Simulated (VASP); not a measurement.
# Ca: single point with RPBE+D3

Ca:

```
Ca
1.0
    -2.24000    2.24000    2.24000
     2.24000   -2.24000    2.24000
     2.24000    2.24000   -2.24000
Ca
1
Direct
  0.00000 0.00000 0.00000
```

This isn't the form of Ca at room conditions, which is fcc.

```yaml
Program: VASP 6.6.1
Task: single point
Functional: RPBE
Dispersion: D3
Potentials_or_basis: VASP PAW PBE potentials, release 64 (Ca_sv)
Cutoff: 520 eV
k_mesh: 8 × 8 × 8
Occupations: methfessel-paxton, width 0.1 eV
Spin: no spin polarisation
```

| Item | Value |
| --- | --- |
| Pressure | -0.3 GPa |
| Band gap on the k mesh | none (metal or under the smearing width) |
| Dispersion energy per atom | -0.269 eV |

Levels at points of the mesh, in eV from the Fermi level:
| k point | band 1 | band 2 | band 3 | band 4 | band 5 | band 6 | band 7 | band 8 | band 9 | band 10 |
| --- | --- | --- | --- | --- | --- | --- | --- | --- | --- | --- |
| (0.00, 0.00, 0.00) | -42.31 | -23.17 | -23.17 | -23.17 | -3.92 | 2.28 | 2.28 | 2.28 | 3.26 | 3.26 |
| (0.50, 0.00, 0.00) | -42.30 | -23.28 | -23.21 | -23.17 | -0.82 | -0.07 | 1.38 | 3.17 | 3.52 | 4.21 |
| (0.50, 0.50, 0.50) | -42.29 | -23.25 | -23.25 | -23.25 | 0.16 | 0.16 | 3.72 | 3.72 | 3.72 | 4.00 |

It took 19 s on 1 thread of Intel(R) Xeon(R) Platinum 8488C (Sapphire Rapids), on a shared host, peak memory 0.17 GiB.

Caveat: the PAW data sets were made with another functional, which shifts forces and pressure a little; pairwise dispersion overbinds metals, which lowers pressure and volume.
